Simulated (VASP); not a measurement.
Input of a VASP 6.6.1 run:

Contents of POSCAR:

```
S
1.0
    0.0000000000      1.9943503440      1.9943503440
    1.9943503440      0.0000000000      1.9943503440
    1.9943503440      1.9943503440      0.0000000000
S
1
Direct
    0.0000000000      0.0000000000      0.0000000000
```

The input INCAR.step1:

```
SYSTEM = S
  ALGO = Normal
  EDIFF = 1E-4
  ENCUT = 520
  GGA = PE
  ISMEAR = 0
  LASPH = .TRUE.
  LCHARG = .FALSE.
  LREAL = .FALSE.
  LWAVE = .TRUE.
  NBANDS = 9
  NELM = 100
  PREC = Accurate
  SIGMA = 0.15
```

Contents of INCAR.step2:

```
SYSTEM = S
  ALGO = Normal
  EDIFF = 1E-6
  ENCUT = 520
  ISIF = 2
  ISMEAR = 0
  ISTART = 1
  LASPH = .TRUE.
  LCHARG = .FALSE.
  LMIXTAU = .TRUE.
  LREAL = .FALSE.
  LWAVE = .FALSE.
  METAGGA = R2SCAN
  NBANDS = 9
  NELM = 100
  PREC = Accurate
  SIGMA = 0.15
```

KPOINTS

```
k-points
0
G
  20 20 20
  0 0 0
```

Potentials or basis: VASP PAW PBE potentials, release 64 (S).

Command:

```sh
$ cat potpaw_PBE.64/S/POTCAR > POTCAR
$ cp INCAR.step1 INCAR
$ mpirun -np 1 vasp_std > vasp.out
$ cp INCAR.step2 INCAR
$ mpirun -np 1 vasp_std > vasp.out
```

Question: What does it give for the pressure?

Answer: 0.6 GPa.

Question: What does it give for the band gap on the k mesh?

Answer: None (metal or under the smearing width).

Caveat: the PAW data sets were made with another functional, which shifts forces and pressure a little.
